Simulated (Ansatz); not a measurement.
# TiSi2: how the free axis answers a strain

TiSi2, Cmcm, a = 3.517 Å, b = 13.348 Å, c = 3.556 Å. This isn't the usual stable structure of the compound. Ansatz: PBEsol, PAW, 420 eV, Γ-centred 10×4×10 mesh on 12 atoms, Gaussian smearing 0.10 eV; no spin polarisation. Series: uniaxial strain along c, with a, b and atoms relaxed; x is the strain in per cent. y is the change of a in per cent of 3.517 Å.

```
x (%) y (%)
 -6.0   2.59
 -4.0   1.59
 -2.0   0.75
  0.0   0.00
  2.0      ?
  4.0  -1.28
  6.0  -1.93
```

**Question.** Fit y = c1 x + c2 x² to the other rows, say what c1 measures, and predict the missing y.

**Answer.** Least squares on the rows shown. y = −0.3706 x + 0.009216 x². So −c1 = 0.371 is Poisson's ratio for this pair of axes. Along b the same runs (not shown) give 0.16. With a term in x³ added, the coefficient of x becomes -0.3469, 6 % less, which shows how far this figure hangs on the form. At x = 2.0 the fit asked for gives -0.70 %. The run gave -0.65 %, so the fit is 0.05 % too low, within twice the rms miss on the fitted rows (0.04 %).